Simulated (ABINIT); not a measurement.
Wanted: the native input for an ABINIT 10.8.3 (patched build) run.

| Quantity | Value |
| --- | --- |
| Task | equation of state |
| Functional | PBE |
| Potentials or basis | JTH PAW PBE v2.0 |
| Cutoff | 599 eV |
| k mesh | 8 × 8 × 8 |
| Occupations | fermi-dirac, width 0.05 eV |
| Spin | no spin polarisation |
| Fine-grid cutoff | 1197.3 eV |

Crystal: ZnSe (Stilleite).

```
Se Zn
1.0
     0.00000    2.83380    2.83380
     2.83380    0.00000    2.83380
     2.83380    2.83380    0.00000
Se Zn
1 1
Direct
  0.75000 0.75000 0.75000
  0.00000 0.00000 0.00000
```

These files were run (other wordings do the same):

run.abi

```
# Datasets: one volume each
ndtset 7
getwfk -1
scalecart1 3*0.9795861087
scalecart2 3*0.9864848297
scalecart3 3*0.9932883884
scalecart4 3*1.0000000000
scalecart5 3*1.0066227096
scalecart6 3*1.0131594038
scalecart7 3*1.0196128224

# Pseudopotentials
pp_dirpath "./"
pseudos "Se.GGA_PBE-JTH.xml, Zn.GGA_PBE-JTH.xml"

# Structure
acell 3*1.0
rprim
     0.0000000000     5.3551058920     5.3551058920
     5.3551058920     0.0000000000     5.3551058920
     5.3551058920     5.3551058920     0.0000000000
ntypat 2
znucl 34 30
natom 2
typat 1 2
xred
     0.7500000000     0.7500000000     0.7500000000
     0.0000000000     0.0000000000     0.0000000000

# Plane-wave basis
ecut 598.650497 eV
pawecutdg 44.0
pawxcdev 0

# k points
kptopt 1
ngkpt 8 8 8
nshiftk 1
shiftk 0.0 0.0 0.0

# Exchange and correlation
ixc 11

# Bands and occupations
nband 13
occopt 3
tsmear 0.05 eV

# SCF cycle
nstep 100
tolvrs 1.0e-9

# Output
iomode 3
prtwf 1
prtden 0
prteig 0
prtebands 0
```

Potentials or basis: JTH PAW PBE v2.0.

Run with:

```bash
$ abinit run.abi > log 2>&1
```

Results of the run:

```
Equilibrium volume                      : 23.55 Å³/atom
Bulk modulus                            : 58 GPa
Pressure derivative of the bulk modulus : 4.4
```

Caveat: pressures at fixed basis lie under the slope of the energies.

Run time: 4 min on 1 thread of Arm Neoverse V1, with other jobs on the host, peak memory 0.15 GiB.
